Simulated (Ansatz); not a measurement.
**SiC, one structure, two calculations**

Cell: a measured structure from the Crystallography Open Database (COD), ions relaxed with PBE at fixed cell.

Space group Cmc2_1 (No. 36); a = 3.0778, b = 5.3350, c = 15.1219 Å.

```csv
site,Wyckoff,site symmetry,x,y,z
Si1,4a,m..,0.5000,0.3333,0.1423
Si3,4a,m..,0.5000,0.9999,0.4755
Si5,4a,m..,0.5000,0.6666,0.3088
C7,4a,m..,0.5000,0.9998,0.3502
C9,4a,m..,0.5000,0.3334,0.0173
C11,4a,m..,0.5000,0.6666,0.1838
```

One atom of each set is listed; the run and its k-mesh use a cell of 12 atoms with edges of 3.08, 3.08, 15.12 Å.

First run. Method: Kohn–Sham DFT in Ansatz, PBE, plane waves and PAW, scalar-relativistic, 420 eV cutoff, Γ-centred 16×16×3 k-points, Fermi–Dirac smearing 0.02 eV.

```tsv
site	V_zz (10²¹ V/m²)	η
Si1	0.21	0.01
Si3	-0.057	0.06
Si5	0.26	0.01
C7	0.21	0.06
C9	0.065	0.20
C11	0.031	0.42
```

Second run. The same atoms and settings, except that the functional is LDA.

(1) Given the first result, estimate the second.

## Answers

(1) 

```csv
site,V_zz,η,change of V_zz
Si1,0.21,0.01,0.00
Si3,-0.052,0.08,+0.01
Si5,0.24,0.01,-0.02
C7,0.21,0.06,0.00
C9,0.060,0.22,-0.01
C11,0.032,0.40,0.00
```

No V_zz moves by more than 0.02.

For the second run: At this cell the principal stresses reach 5 GPa in size with LDA, which can matter for small gradients.
